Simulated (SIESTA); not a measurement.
MgSi under changes of volume

One of the cells (17.355 Å³/atom); the others are scaled copies at fixed shape and fractional positions:

```
CELL_PARAMETERS angstrom
2.90839 0.00000 0.00000
0.00000 2.90839 0.00000
0.00000 0.00000 4.10343
ATOMIC_POSITIONS crystal
Si 0.50000 0.50000 0.50000
Mg 0.00000 0.00000 0.00000
```

The cell comes from a database or a generator and needn't be the stable form of this composition.

* Program: SIESTA 5.4.2
* Functional: LDA
* Potentials or basis: PseudoDojo 0.4 standard (LDA files)
* Basis: DZP (energy shift 0.003 Ry; two zetas on semicore shells)
* Grid cutoff: 800 Ry
* Energy shift: 0.003 Ry
* k mesh: 9 × 9 × 7
* Occupations: fermi-dirac, width 0.05 eV
* Spin: no spin polarisation

```tsv
volume (Å³/atom)	energy over the lowest point (meV/atom)	pressure (GPa)
16.314	8.05	3.4
16.661	?	?
17.008	0.00	0.4
17.355	0.49	-0.8
17.702	3.67	-2.0
18.049	9.26	-3.1
18.396	16.99	-4.0
```

Problem. What does the run at 16.661 Å³/atom give?

Solution. Energy over the lowest point 2.42 meV/atom; pressure 1.8 GPa.

Worked out: A Birch-Murnaghan fit of order 3 (a polynomial in V^(-2/3)) to the other rows has its minimum at 17.12 Å³/atom with B0 = V·E''(V) = 65 GPa and B' = 3.9 at fixed shape and positions, which overstates the stiffness. It gives 2.40 meV/atom at 16.661 Å³/atom, against the run's 2.42, and -dE/dV = 1.8 GPa, against 1.8.

Energies are extrapolated to zero smearing.

Caveats: the basis of atomic orbitals isn't converged, which shifts pressures, moduli and gaps.
